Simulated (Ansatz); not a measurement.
# Co (P6_3/mmc): magnetic orders compared

The task here is to estimate one member of a computed series from the others.

Computed with Ansatz 0.2.0 (DFT LDA, scalar-relativistic, plane waves, PAW, unless a step's input says otherwise).

**The starting structure**

Symmetry: P6_3/mmc, No. 194, hexagonal system. Conventional cell: a = 2.429 Å, b = 2.429 Å, c = 3.918 Å, α = 90.00°, β = 90.00°, γ = 120.00°. Co (site symmetry -6m2) is surrounded by 12 Co at 2.41 to 2.43 Å.

Coordinates:

```
CELL_PARAMETERS angstrom
2.42947 0.00000 0.00000
-1.21473 2.10398 0.00000
0.00000 0.00000 3.91797
ATOMIC_POSITIONS crystal
Co 0.33333 0.66667 0.25000
Co 0.66667 0.33333 0.75000
```

This cell comes from an earlier session at LDA: 10.013 Å³/atom at 0.00 GPa, on a 20×20×12 mesh.

Set-up of the first run:

Contents of input.yaml:

```yaml
crystal:
  lattice:
    - [2.4294651523, 0.0, 0.0]
    - [-1.2147325761, 2.1039785395, 0.0]
    - [0.0, 0.0, 3.9179744593]
  atoms:
    - { symbol: Co, position: [0.3333333333, 0.6666666667, 0.25], spin: 1.5 }
    - { symbol: Co, position: [0.6666666667, 0.3333333333, 0.75], spin: -1.5 }
basis:
  ecutwfc: 420
  ecutrho_ratio: 4
kpoints:
  mp_grid: { grid: [20, 20, 12] }
hamiltonian:
  xc: lda
scf:
  occupations: { method: gaussian, width: 0.05 }
  lower_state_search: "off"
output:
  forces: true
  stress: true
  eigenvalues: true
  populations: true
magnetization:
  spin_polarized: true
```

On the command line:

```
$ ansatz run input.yaml --threads 1 --pin off --max-ram 2560MiB --backend cpu --events-out ev --progress --plain --runs-dir out
```

Among the steps run: Antiferromagnetic, in the cell as typed; Ferromagnetic, larger cell; Antiferromagnetic, propagation vector (0, 0, 1/2); Antiferromagnetic, propagation vector (0, 1/2, 0); Antiferromagnetic, propagation vector (0, 1/2, 1/2); No spin polarisation.

One table of the session follows, with a row left open; its other results are not shown here.

```
                                                order  above the lowest (meV/atom)  largest moment (μB)  pressure (GPa)
                                        ferromagnetic                          0.0                 1.56             0.0
              antiferromagnetic, in the cell as typed                        125.9                 0.00           -11.8
    antiferromagnetic, propagation vector (0, 0, 1/2)                            ?                    ?               ?
antiferromagnetic, propagation vector (0, 1/2, 0) (1)                        126.5                 0.00           -11.8
antiferromagnetic, propagation vector (0, 1/2, 0) (2)                        125.9                 0.42           -10.8
  antiferromagnetic, propagation vector (0, 1/2, 1/2)                        126.2                 0.00           -11.8
                                 no spin polarisation                        125.9                 0.00           -11.8
```

**Question.** Estimate the row for antiferromagnetic, propagation vector (0, 0, 1/2).

The run gave: above the lowest (meV/atom): 93.6; largest moment (μB): 1.19; pressure (GPa): -4.4. In the column «above the lowest (meV/atom)» it lies between ferromagnetic (0.0) and antiferromagnetic, in the cell as typed (125.9).

The first row is the run of the earlier session that started with parallel moments (-5062.7678 eV/atom). A larger cell is measured against the parallel state in that same cell where that was run, so that mesh errors cancel.

Limits of these values: Where the order wasn't kept, moments died or turned during the run, so that row belongs to another state than the one started. Only these orders were tried, at zero temperature; the one found in experiment may not be among them. Warnings in the runs' records: seeded moment not kept, negative dielectric reading.
